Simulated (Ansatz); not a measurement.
# GaAs (F-43m): the equilibrium volume

Aim: the volume at which the pressure of GaAs (F-43m) vanishes.

Method: DFT PBEsol, scalar-relativistic, plane waves, PAW, in Ansatz 0.2.0.

3 further runs of the same task are left out: 3 set aside as unsound or not needed. Runs told in other sessions of the task aren't counted.

### 1 The starting structure

The structure is cubic, space group F-43m (No. 216). Conventional cell: a = 5.750 Å, b = 5.750 Å, c = 5.750 Å, α = 90.00°, β = 90.00°, γ = 90.00°. Around Ga (site symmetry -43m) lie 4 As at 2.49 Å. As (site symmetry -43m) has 4 Ga at 2.49 Å in its first shell of neighbours.

Coordinates:

```cif
data_structure
_symmetry_space_group_name_H-M 'P 1'
_symmetry_Int_Tables_number 1
_cell_length_a 4.0660
_cell_length_b 4.0660
_cell_length_c 4.0660
_cell_angle_alpha 60.000
_cell_angle_beta 60.000
_cell_angle_gamma 60.000
_cell_volume 47.53
loop_
_atom_site_label
_atom_site_type_symbol
_atom_site_fract_x
_atom_site_fract_y
_atom_site_fract_z
_atom_site_occupancy
Ga1 Ga 0.00000 0.00000 0.00000 1
As1 As 0.25000 0.25000 0.25000 1
```

### 2 At the starting volume (PBEsol, 6×6×6 mesh)

File input.yaml:

```yaml
crystal:
  lattice:
    - [0.0, 2.8750910496, 2.8750910496]
    - [2.8750910496, 0.0, 2.8750910496]
    - [2.8750910496, 2.8750910496, 0.0]
  atoms:
    - { symbol: Ga, position: [0.0, 0.0, 0.0] }
    - { symbol: As, position: [0.25, 0.25, 0.25] }
basis:
  ecutwfc: 420
kpoints:
  mp_grid: { grid: [6, 6, 6] }
hamiltonian:
  xc: pbesol
scf:
  occupations: { method: gaussian, width: 0.1 }
output:
  forces: true
  stress: true
  eigenvalues: true
```

Started as:

```
$ ansatz run input.yaml --threads 8 --pin off --max-ram 16384MiB --backend cpu --events-out ev --progress --plain --runs-dir out
```

The runs that follow: Relaxing cell and atoms.

What does the calculation give? Wanted: volume; pressure; conventional cell; gap on the mesh.

As calculated:

| quantity | value |
| --- | --- |
| volume | 22.639 Å³/atom |
| pressure | 0.04 GPa |
| conventional cell | a = 5.658 Å, b = 5.658 Å, c = 5.658 Å, α = 90.00°, β = 90.00°, γ = 90.00° |
| gap on the mesh | 0.43 eV |

What this shows: Over the 2 runs shown the cell moved from 23.77 to 22.64 Å³/atom, a change of -4.7 %, where the pressure is zero within 0.04 GPa.

These are semilocal Kohn-Sham gaps, which aren't the measured quantity. Such gaps usually fall short of the measured ones.
